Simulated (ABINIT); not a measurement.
Crystal: GaP.

```
CELL_PARAMETERS angstrom
0.00000 2.72525 2.72525
2.72525 0.00000 2.72525
2.72525 2.72525 0.00000
ATOMIC_POSITIONS crystal
Ga 0.00000 0.00000 0.00000
P 0.75000 0.75000 0.75000
```

Base run:

- Program: ABINIT 10.8.3 (patched build)
- Functional: revPBE
- Potentials or basis: JTH PAW PBE v2.0
- Cutoff: 544 eV
- k mesh: 8 × 8 × 8
- Occupations: fermi-dirac, width 0.05 eV
- Spin: spin-orbit coupling, no magnetisation

Its results: band gap on the k mesh 1.68 eV, indirect (least direct gap 1.89 eV); pressure 4.1 GPa.

Task: After a change of settings the same cell gave: band gap on the k mesh 1.95 eV, indirect (least direct gap 2.12 eV); pressure 2.9 GPa. Which change was it?
A. functional from revPBE to HCTH407
B. functional from revPBE to LDA-VWN; potentials or basis from JTH PAW PBE v2.0 to JTH PAW LDA v2.0
C. functional from revPBE to rPW86PBE; spin from spin-orbit coupling, no magnetisation to no spin polarisation
D. functional from revPBE to SOGGA; spin from spin-orbit coupling, no magnetisation to no spin polarisation

Result: A.

Caveats: the PAW data sets were made with another functional, which shifts forces and pressure a little.
